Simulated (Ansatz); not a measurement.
FePt (Tetraferroplatinum):

```
Pt Fe
1.0
     2.72350    0.00000    0.00000
     0.00000    2.72350    0.00000
     0.00000    0.00000    3.72000
Pt Fe
1 1
Direct
  0.50000 0.50000 0.50000
  0.00000 0.00000 0.00000
```

Base run:

- Program: Ansatz 0.2.0
- Functional: RPBE
- Potentials or basis: all-electron LAPW, scalar-relativistic
- Cutoff: 282 eV (chosen from the basis error)
- Basis error allowed: 0.001 eV/atom
- k mesh: 10 × 10 × 7
- Occupations: fermi-dirac, width 0.05 eV
- Spin: collinear spin, ferromagnetic start
- Starting moments: [0.0, 3.0] μB

Its results: pressure 8.4 GPa; net moment 3.31 μB per cell; site moments Pt +0.38; Fe +3.00 μB.

Question: The run is repeated on the same cell with these changes: functional from RPBE to BLYP. What comes out?

Answer: Pressure 14.1 GPa; net moment 3.22 μB per cell; site moments Pt +0.38; Fe +2.90 μB.
